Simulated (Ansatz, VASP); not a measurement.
# Cross-check of Al3As3H8 (AlAs wire along [110], 6 atoms a period, H-terminated) between VASP and Ansatz

Wanted: the spread between two codes on one cell, functional and k mesh. The structure shown is the start of the Ansatz relaxation below; VASP solves that cell, so the two are compared at the walk's first step.

Program: Ansatz 0.2.0. Level of theory: plane waves, with VASP 6.6.1 beside it; single point at PBE. Results are calculated unless marked as measured.

**1. The structure**

The cell holds 14 atoms: 3 As, 8 H and 3 Al. Its edges and angles: a = 12.899 Å, b = 13.416 Å, c = 4.052 Å, α = 90.0°, β = 90.0°, γ = 90.0°. Vacuum lies along a and b. The structure's axis is c.

**2. Ansatz: relaxation, PBE**

Ansatz runs on its default PAW (the set named soft_2) files.

The two programs are compared at the cell with which this relaxation starts, whose forces are those of its first step.

The input, input.yaml:

```yaml
crystal:
  lattice:
    - [12.899, 0.0, 0.0]
    - [0.0, 13.416, 0.0]
    - [0.0, 0.0, 4.0517218562]
  atoms:
    - { symbol: As, position: [0.444913553, 0.348978804, 0.0] }
    - { symbol: H, position: [0.514290475, 0.25464594, 0.0] }
    - { symbol: Al, position: [0.555968674, 0.499982153, 0.0] }
    - { symbol: H, position: [0.263586325, 0.253428742, 0.5] }
    - { symbol: H, position: [0.263586325, 0.444528866, 0.5] }
    - { symbol: H, position: [0.263586325, 0.746535564, 0.5] }
    - { symbol: H, position: [0.263586325, 0.555435439, 0.5] }
    - { symbol: Al, position: [0.333858433, 0.348978804, 0.5] }
    - { symbol: Al, position: [0.333858433, 0.650985502, 0.5] }
    - { symbol: As, position: [0.667023794, 0.499982153, 0.5] }
    - { symbol: H, position: [0.736400716, 0.405649289, 0.5] }
    - { symbol: H, position: [0.736400716, 0.594315016, 0.5] }
    - { symbol: As, position: [0.444913553, 0.650985502, 0.0] }
    - { symbol: H, position: [0.514290475, 0.745318365, 0.0] }
kpoints:
  mp_grid: { grid: [1, 1, 20] }
scf:
  occupations: { method: fermi_dirac, width: 0.05 }
hamiltonian:
  xc: pbe
relax:
  cell: { fix: [a, b, alpha, beta, gamma] }
  max_steps: 45
  f_tol: 0.03
```

Launch:

```bash
> ansatz run input.yaml --threads 4 --pin off --max-ram 16384MiB --backend cpu --events-out ev --progress --plain --runs-dir out
```

Numbers of over 12 decimals in the logs are rounded to 6 here.

The log of the run:

```text
Engine: ansatz 0.2.0, aarch64-unknown-linux-gnu
Pseudopotentials: kind: paw
Pseudopotential: As, paw, valence charge 15, recommended cutoff 420 eV (normal), As.paw.azcp
Pseudopotential: H, paw, valence charge 1, recommended cutoff 420 eV (normal), H.paw.azcp
Pseudopotential: Al, paw, valence charge 3, recommended cutoff 420 eV (normal), Al.paw.azcp
Functional definition: PBE
  parameter kappa = 0.804
  parameter beta = 0.066725
  exchange = pbe_x(kappa = kappa, mu = beta*pi^2/3)
  correlation = pbe_c(beta = beta)
Crystal: 14 atoms, lattice volume = 701.163 Å³
Basis set: ecut = 420 eV, 13731 PW (Γ), exchange–correlation on 180×180×60 points (8 copies of the dense FFT grid, shifted against one another)
Bands: 45, of which v1, the nominal top of the filled ones, is band 31 counted from 1 (30 counted from 0)
Symmetry: 4 space group operations
Space group: Pmm2 (ITA 25), of the structure as read, at distance tolerance 8.9e-5 Å
k-points: 11 of 20
Non-local potential: As, projectors of the file, l = 0: 2, l = 1: 2, l = 2: 3, l = 3: 1
Non-local potential: H, projectors of the file, l = 0: 2, l = 1: 1
Non-local potential: Al, projectors of the file, l = 0: 2, l = 1: 2, l = 2: 1
PAW form: soft (Blöchl's): semilocal exchange-correlation on the pseudo side does not see the compensation charge
PAW one-centre angular grid: As, 590 points (default); XC on 64 Gauss nodes
PAW one-centre angular grid: H, 110 points (default); XC on 64 Gauss nodes
PAW one-centre angular grid: Al, 110 points (default); XC on 64 Gauss nodes
Initial density: superposition of atomic densities (neutral atoms: chi_scale 0, normalization atom), corrected by the library's trained network
Initial wavefunctions: pseudopotential atomic-orbital guess
Functional: x = pbe(κ = 0.804, μ = 0.219515), c = pbe(β = 0.066725)
SCF iter   1: F=—  HF=-16306.748463 eV  |F-HF|=—  |Δ(HF+E_count)|=         —  Δρ=3.58e-3  dr2=5.24e-1  ethr=1.77e-3  ⟨swp⟩=8.3  Hψ=2559  notcnv=0  defer=7
preconditioner: auto → Resta (q_TF=auto, 1.821 Å⁻¹)  ε∞=1.8  [insulator: Δε(μ)=2.659 eV  Ē_g=9.111 eV  σ=0.050 eV  W_gap=1.00  n_scr=66 (ndim 8)  ℏωp=7.9 eV  f_vac=0.632  D(μ)=0.00/eV (n_scr^D=0)  ε∞_Penn≈1.8  vacuum switching on, ρ_ref=6.0e-3 e/Å³]
SCF iter   2: F=—  HF=-16306.585132 eV  |F-HF|=—  |Δ(HF+E_count)|=   1.63e-1  Δρ=1.67e-3  dr2=4.06e-2  ethr=8.46e-4  ⟨swp⟩=3.2  Hψ=751  notcnv=0  defer=87
SCF iter   3: F=—  HF=-16306.580703 eV  |F-HF|=—  |Δ(HF+E_count)|=   4.43e-3  Δρ=7.48e-4  dr2=6.13e-3  ethr=6.55e-5  ⟨swp⟩=2.3  Hψ=751  notcnv=0  defer=82
SCF iter   4: F=—  HF=-16306.582492 eV  |F-HF|=—  |Δ(HF+E_count)|=   1.79e-3  Δρ=2.97e-4  dr2=1.24e-3  ethr=9.89e-6  ⟨swp⟩=2.0  Hψ=549  notcnv=0  defer=82
SCF iter   5: F=—  HF=-16306.583062 eV  |F-HF|=—  |Δ(HF+E_count)|=   5.69e-4  Δρ=6.78e-5  dr2=5.62e-5  ethr=1.99e-6  ⟨swp⟩=2.0  Hψ=606  notcnv=0  defer=82
SCF iter   6: F=—  HF=-16306.583169 eV  |F-HF|=—  |Δ(HF+E_count)|=   1.08e-4  Δρ=1.90e-5  dr2=3.24e-6  ethr=9.06e-8  ⟨swp⟩=2.0  Hψ=729  notcnv=0  defer=82
SCF iter   7: F=—  HF=-16306.583172 eV  |F-HF|=—  |Δ(HF+E_count)|=   2.49e-6  Δρ=6.21e-6  dr2=2.84e-7  ethr=5.23e-9  ⟨swp⟩=2.0  Hψ=571  notcnv=0  defer=82
SCF iter   8: F=-16306.583172 eV  HF=-16306.583172 eV  |F-HF|=7.53e-9  |Δ(HF+E_count)|=   3.34e-7  Δρ=1.74e-6  dr2=3.25e-8  ethr=1.61e-10  ⟨swp⟩=4.1  Hψ=1398  notcnv=0
SCF 1 converged in 8 iterations: F = -16306.583172 eV  dr2 = 3.25e-8
  greatest PAW one-centre occupation: 0.999 electrons in one spin orbital (limit 2), on the As atom at site 9 (counted from 0), in its partial waves of l = 2
relax step   1: F+E_penalty+E_count = -16306.58317209 eV  Δ(F+E_penalty+E_count) = +0.000e0 eV  max|allowed force component| = 7.044e-1 eV/Å  Δτ_max = 0.0000 Å  P = +0.431 GPa  Ω = 701.163 Å³  fix = [a, b, alpha, beta, gamma]  reactions: a +0.026, b +0.502 GPa  (8 SCF iters, dr2 threshold 1.00e-7 eV, accepted)
[...]
relax step  10: F+E_penalty+E_count = -16307.56780371 eV  Δ(F+E_penalty+E_count) = -1.518e-3 eV  max|allowed force component| = 1.192e-2 eV/Å  Δτ_max = 0.0679 Å  P = -0.003 GPa  Ω = 722.635 Å³  energy of the carried Pulay correction = -3.666e-3 eV  fix = [a, b, alpha, beta, gamma]  reactions: a -0.032, b +0.024 GPa  (10 SCF iters, accepted)
[...]
relax step  11: F+E_penalty+E_count = -16307.56795944 eV  Δ(F+E_penalty+E_count) = -1.557e-4 eV  max|allowed force component| = 2.675e-2 eV/Å  Δτ_max = 0.0656 Å  P = -0.016 GPa  Ω = 722.865 Å³  energy of the carried Pulay correction = -3.705e-3 eV  fix = [a, b, alpha, beta, gamma]  reactions: a -0.061, b +0.012 GPa  (9 SCF iters, accepted)
[...]
relax step  12: F+E_penalty+E_count = -16307.57254505 eV  Δ(F+E_penalty+E_count) = -4.586e-3 eV  max|allowed force component| = 2.661e-2 eV/Å  Δτ_max = 0.0000 Å  P = -0.010 GPa  Ω = 722.865 Å³  fix = [a, b, alpha, beta, gamma]  reactions: a -0.058, b +0.015 GPa  stress off target by 1.30e-2 GPa on what of the cell is left free  SCF on the basis re-selected at this cell (its energy is not comparable with the rows above)  (6 SCF iters)
basis re-selected at this cell: Δ(F+E_penalty+E_count) = -4.586e-3 eV, ΔP = +0.006 GPa vs the last step (what re-selecting the basis moved, of the pressure what is left beyond the Pulay correction that the steps carried, after the strain that the cell walked since its last selection, with what the two solves' SCF thresholds leave and, on support functions, any second-order correction that the steps lacked; it is no m [...]
SCF converged after 6 iterations
Free energy (F): -16307.572545 eV
Harris-Foulkes:  -16307.572545 eV  (|F-HF|=1.64e-11)
Internal energy: -16307.572545 eV  (E = F + TS)
E sigma→0 (E₀):  -16307.572545 eV
Fermi energy:    -2.215665 eV
--- Per-component energies (eV) ---
  E_band       = -1373.921948
  E_kinetic    = 478.698698
  E_local      = -17037.419233  (includes V_loc(G=0)·N_el)
  E_nonlocal   = -1966.026800
  E_hartree    = 8442.194583
  E_xc         = -423.088443
  E_vxc        = -409.508160  (∫ρ·V_xc dr)
  E_paw        = -6914.458059  (= ΣΔE_a)
  E_vpaw       = 675.953578  (= ΣTr[D̂ρ^β])
  E_aug_tail   = -0.009423  (compensation charges beyond the density's cutoff)
  E_ewald      = 1112.536132
  E_smearing   = -0.000000  (= −TS)
  E_closure    = -0.000000  (closes the sum)
  Σ components = -16307.572545   (vs F -16307.572545, Δ=0.00e0)
--- Forces (eV/Å), atoms counted from 1 ---
  atom   1  As     0.01885005     0.00970546    -0.00000000
  atom   2  H     -0.01491179    -0.01388752     0.00000000
  atom   3  Al    -0.02660527    -0.00000000     0.00000000
  atom   4  H     -0.00629905     0.01414045     0.00000000
  atom   5  H      0.00700056    -0.01170120    -0.00000000
  atom   6  H     -0.00629905    -0.01414045     0.00000000
  atom   7  H      0.00700056     0.01170120    -0.00000000
  atom   8  Al     0.00924003    -0.00767873    -0.00000000
  atom   9  Al     0.00924003     0.00767873    -0.00000000
  atom  10  As    -0.00099492    -0.00000000     0.00000000
  atom  11  H     -0.00007941     0.00001868     0.00000000
  atom  12  H     -0.00007941    -0.00001868     0.00000000
  atom  13  As     0.01885005    -0.00970546    -0.00000000
  atom  14  H     -0.01491179     0.01388752     0.00000000
  max |Σ_I F_I| component: 6.05e-7 eV/Å
--- Stress (GPa, compression-positive) ---
       -0.058258      -0.000000       0.000000
       -0.000000       0.014671       0.000000
        0.000000       0.000000       0.013033
  P = ⅓ Tr σ = -0.0102 GPa (-0.102 kbar)
--- Relaxed structure (11 steps of the walk, 10 accepted, 1 SCFs on fresh bases) ---
  F+E_penalty+E_count = -16307.57254505 eV   max|allowed force component| = 2.661e-2 eV/Å   (the final SCF, on the basis selected at the relaxed cell)
  cell:  # Å, volume = 722.8645 Å³
    - [12.899, 0.0, 0.0]
    - [0.0, 13.416, 0.0]
    - [0.0, 0.0, 4.177128]
  atoms:
    - { symbol: As, position: [0.437077, 0.343052, 0.0] }
    - { symbol: H, position: [0.529873, 0.272753, 0.0] }
    - { symbol: Al, position: [0.532147, 0.499982, 0.0] }
    - { symbol: H, position: [0.322603, 0.183065, 0.5] }
    - { symbol: H, position: [0.239077, 0.378115, 0.5] }
    - { symbol: H, position: [0.322603, 0.816899, 0.5] }
    - { symbol: H, position: [0.239077, 0.621849, 0.5] }
    - { symbol: Al, position: [0.333547, 0.301479, 0.5] }
    - { symbol: Al, position: [0.333547, 0.698485, 0.5] }
    - { symbol: As, position: [0.641871, 0.499982, 0.5] }
    - { symbol: H, position: [0.718946, 0.414547, 0.5] }
    - { symbol: H, position: [0.718946, 0.585418, 0.5] }
    - { symbol: As, position: [0.437077, 0.656913, 0.0] }
    - { symbol: H, position: [0.529873, 0.727211, 0.0] }
```

In the SCF lines HF is the Harris–Foulkes energy and dr2 the Hartree energy of the density residual, in eV; the loop may stop once dr2 is under the threshold and the program's other checks hold. Hψ counts applications of the Hamiltonian.

[end of part 1 of 2]

[Lines on the potential files, build, host, timing and source positions are cut from VASP's logs without a mark.]

[Logs are printed without paths, hosts, clocks, repeated set-up lines and the standing remarks that a program may print on its own settings, such as how far it seeks lower states.]

[Hosts, paths, dates, database ids (printed as entryN), source tags and the programs' standing remarks are cut or masked in the printed files.]
